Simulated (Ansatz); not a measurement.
Results of r²SCAN in Ansatz (PAW) for zinc-blende ZnTe.

Run with plane-wave cutoff 560 eV, 10×10×10 k mesh, Fermi–Dirac smearing 0.01 eV, scalar-relativistic PAW data made under PBE.

Cell (relaxed at this level):

```xyz
2
Lattice="0.0000 3.0568 3.0568 3.0568 0.0000 3.0568 3.0568 3.0568 0.0000" Properties=species:S:1:pos:R:3 pbc="T T T"
Zn     0.0000     0.0000     0.0000
Te     1.5284     1.5284     1.5284
```

**Question.** Give the computed bulk modulus, band gap and pressure derivative B′ of the bulk modulus.

**Answer.** 
bulk modulus: 49.8 GPa
band gap: 1.79 eV
pressure derivative B′ of the bulk modulus: 4.5

Measured, for comparison: band gap 2.43 eV (zero-point renormalisation of 40 meV (experimental, the table's column) added back here, direct; inputs from Miglio et al. (2020), arXiv:2011.12765); bulk modulus 51 ± 3 GPa (room temperature, not corrected to a static lattice; as tabulated in Determination of phase transition pressures of ZnTe under quasihydrostatic …). Computed (rounded) less measured: bulk modulus -2 % (inside the measured uncertainty).

Spin–orbit coupling is not included; with these elements it can move the gap by several tenths of an eV or more.

Ansatz is a program for electronic structure.
